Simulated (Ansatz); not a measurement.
# SnO2: the cost of one run

Program: Ansatz 0.2.0. Level of theory: DFT PBE, scalar-relativistic, plane waves, PAW. These are calculated values, not measurements.

1 further run of the same task is left out (it didn't finish).

## Step 1: Starting point

Symmetry: I4_1/amd, No. 141, tetragonal system. Conventional cell: a = 4.000 Å, b = 4.000 Å, c = 10.247 Å, α = 90.00°, β = 90.00°, γ = 90.00°. Sn (site symmetry -4m2) has 6 O at 2.06 to 2.09 Å as nearest neighbours. Around O (site symmetry 2mm) lie 3 Sn at 2.06 to 2.09 Å.

Structure file:

```cif
data_structure
_symmetry_space_group_name_H-M 'P 1'
_symmetry_Int_Tables_number 1
_cell_length_a 5.8526
_cell_length_b 5.8526
_cell_length_c 5.8526
_cell_angle_alpha 140.034
_cell_angle_beta 140.034
_cell_angle_gamma 57.802
_cell_volume 81.98
loop_
_atom_site_label
_atom_site_type_symbol
_atom_site_fract_x
_atom_site_fract_y
_atom_site_fract_z
_atom_site_occupancy
Sn1 Sn 0.75000 0.25000 0.50000 1
Sn2 Sn 0.00000 0.00000 0.00000 1
O1 O 0.79652 0.79652 0.00000 1
O2 O 0.95348 0.45348 0.50000 1
O3 O 0.20348 0.20348 0.00000 1
O4 O 0.54652 0.04652 0.50000 1
```

The structure comes from the Materials Project (structure only).

(A quick probe on a coarse mesh, which set the mesh and smearing, is not shown.)

## Step 3: Relaxing cell and atoms

File input.yaml:

```yaml
crystal:
  lattice:
    - [-2.0000686112, 2.0000686112, 5.1236788559]
    - [2.0000686112, -2.0000686112, 5.1236788559]
    - [2.0000686112, 2.0000686112, -5.1236788559]
  atoms:
    - { symbol: Sn, position: [0.75, 0.25, 0.5] }
    - { symbol: Sn, position: [0.0, 0.0, 0.0] }
    - { symbol: O, position: [0.79652259, 0.79652259, 0.0] }
    - { symbol: O, position: [0.95347741, 0.45347741, 0.5] }
    - { symbol: O, position: [0.20347741, 0.20347741, 0.0] }
    - { symbol: O, position: [0.54652259, 0.04652259, 0.5] }
basis:
  ecutwfc: 420
kpoints:
  mp_grid: { grid: [10, 10, 10] }
hamiltonian:
  xc: pbe
scf:
  occupations: { method: gaussian, width: 0.02 }
output:
  forces: true
  stress: true
  eigenvalues: true
  write_density: true
  write_potential: true
  elf: true
  volumetric_format: npy
relax:
  adjacent_minimum: "off"
  f_tol: 0.005
  max_steps: 80
  cell: { stress_tol: 0.05 }
```

Run with:

```
$ ansatz run input.yaml --threads 1 --pin off --max-ram 2560MiB --backend cpu --events-out ev --progress --plain --runs-dir out
```

What time and memory should one allow on 1 thread of Arm Neoverse V2, shared host?

About 2.2 min, with a peak of 0.52 GiB.
